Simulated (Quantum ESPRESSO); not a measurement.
Ta:

```xyz
1
Lattice="-1.6513 1.6513 1.6513 1.6513 -1.6513 1.6513 1.6513 1.6513 -1.6513" Properties=species:S:1:pos:R:3 pbc="T T T"
Ta    0.0000    0.0000    0.0000
```

```yaml
Program: Quantum ESPRESSO 7.5
Task: phonons and electron-phonon coupling
Functional: PBEsol
Potentials_or_basis: PseudoDojo 0.4.1 SR PBEsol standard
Cutoff: 789 eV
Density_cutoff: 3157 eV
k_mesh: 8 × 8 × 8
Occupations: methfessel-paxton, width 0.272 eV
Spin: no spin polarisation
Mixing_beta: 0.5
Most_SCF_iterations: 120
SCF_threshold: 2e-10 Ry
q_mesh: 4 × 4 × 4
```

The cell and the atoms were relaxed first, to 17.52 Å³/atom (a = 2.834 Å, b = 2.834 Å, c = 2.834 Å, α = 109.47°, β = 109.47°, γ = 109.47°), and the response was taken there.

**Question.** Is this structure dynamically stable at this level, and how far does the spectrum reach?

**Answer.** Yes, as far as this q mesh shows: no mode on the path is imaginary. The highest frequency is 183 cm⁻¹.

Phonon frequencies at the corners of the path (cm⁻¹, interpolated; i marks imaginary ones):
```csv
point,frequencies
Γ,0 0 0
H,183 183 183
N,108 158 170
P,160 160 160
```

Harmonic thermodynamics per atom at this volume (zero-point energy 23.0 meV, Debye temperature from the second moment 239 K):
| T (K) | free energy (meV) | entropy (k_B) | heat capacity Cv (k_B) |
| --- | --- | --- | --- |
| 50 | 22.2 | 0.59 | 1.21 |
| 100 | 17.0 | 1.83 | 2.29 |
| 200 | -7.2 | 3.63 | 2.80 |
| 298.15 | -43.0 | 4.77 | 2.91 |
| 500 | -140.3 | 6.29 | 2.97 |
| 800 | -322.4 | 7.69 | 2.99 |

Phonon states per cell in windows of 10 cm⁻¹ (negative: imaginary):
```csv
from (cm⁻¹),total
0,0.00
10,0.00
20,0.02
30,0.03
40,0.05
50,0.07
60,0.09
70,0.11
80,0.13
90,0.18
100,0.30
110,0.26
120,0.22
130,0.29
140,0.29
150,0.57
160,0.31
170,0.05
180,0.00
```

Caveat: the k mesh is coarse; the mesh is thin for the phonons of a metal; λ from interpolated matrix elements is rough: modes that symmetry makes equal can differ by tens of percent.
